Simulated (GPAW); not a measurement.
Runs of GPAW 26.7.0 on GaN. The structure is hexagonal, space group P6_3mc (No. 186). The conventional cell has a = 3.180 Å, b = 3.180 Å, c = 5.166 Å, α = 90.00°, β = 90.00°, γ = 120.00°. Ga (site symmetry 3m) is surrounded by 4 N at 1.94 to 1.95 Å. N (site symmetry 3m) has 4 Ga at 1.94 to 1.95 Å as nearest neighbours. 

```tsv
task	level	potentials or basis	cell	k mesh	cutoff (eV)	smearing	optimizer	fmax	max steps	gap on the mesh (eV)	pressure (GPa)	relaxed volume (Å³/atom)	largest force (eV/Å)
relaxation of cell and atoms	PBE+D3(BJ)	GPAW PAW data sets (gpaw-data 1.2.1), pw	relaxed	7 × 7 × 4	800	fermi-dirac 0.05 eV	BFGS	0.02 eV/Å	40	(a)	-0.1	(c)	-
electron localisation function	PBEsol	PAW data sets generated in the run's folder for this functional, pw	as given	6 × 6 × 3	680	fermi-dirac 0.01 eV	-	-	-	2.03	7.2	-	0.18
relaxation of cell and atoms	AM05	PAW data sets generated in the run's folder for this functional, pw	relaxed	7 × 7 × 4	800	fermi-dirac 0.05 eV	LBFGS	0.02 eV/Å	100	1.84	-0.1	(b)	-
single point	PBE	GPAW PAW data sets (gpaw-data 1.2.1), pw	as given	10 × 10 × 5	800	fermi-dirac 0.05 eV	-	-	-	2.09	15.3	-	0.18
```

Alike in all rows: no spin polarisation.

Task: Fill in the values left out.

Result: (a) 1.73; (b) 11.81; (c) 11.92.

Caveats: the data sets keep Ga 3d, Li 1s and Be 1s frozen, and some such compounds lay over 1.5 % in volume off other programs; later steps reuse the first step's grids (some runs); the cutoff is short for stress and forces, so pressures can be off by a GPa or more (some runs); so large a pressure means that the cell lies far from this level's equilibrium, or that cutoff or potentials fall short (some runs).

A k mesh can miss the band edges, and the runs leave out spin-orbit coupling on Ga.
